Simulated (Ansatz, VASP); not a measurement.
**Ge in VASP and in Ansatz**

```
CELL_PARAMETERS angstrom
2.69918 -4.02871 0.00000
2.69918 4.02871 0.00000
0.00000 0.00000 6.10215
ATOMIC_POSITIONS crystal
Ge 0.50000 0.00000 0.25000
Ge 0.00000 0.50000 0.75000
Ge 0.00000 0.50000 0.25000
Ge 0.50000 0.00000 0.75000
Ge 0.00000 0.00000 0.00000
```

Alike in both runs: task single point; functional PBE; k mesh 4 × 4 × 4; occupations gaussian, width 0.1 eV; no spin polarisation.

|  | VASP | Ansatz |
| --- | --- | --- |
| version | VASP 6.6.1 | Ansatz 0.2.0 |
| potentials or method | VASP PAW PBE potentials, release 64 (Ge_d) | scalar-relativistic, plane waves, PAW |
| plane-wave cutoff (eV) | 520 | 420 |
| valence electrons in the cell | 70 | 70 |

|  | VASP | Ansatz | Ansatz less VASP |
| --- | --- | --- | --- |
| gap on the k mesh at the Fermi level (eV) | none | none | - |
| pressure (GPa) | -3.5 | -3.5 | +0.01 |
| largest component of the traceless stress (GPa) | 1.50 | 1.50 | -0.003 |
| rms of the force components (eV/Å) | 0.047 | 0.045 | -0.0020 |

Atom by atom the forces differ by 0.002 eV/Å (rms over components). A gap of «none» marks a metal or a gap that the smearing closes.
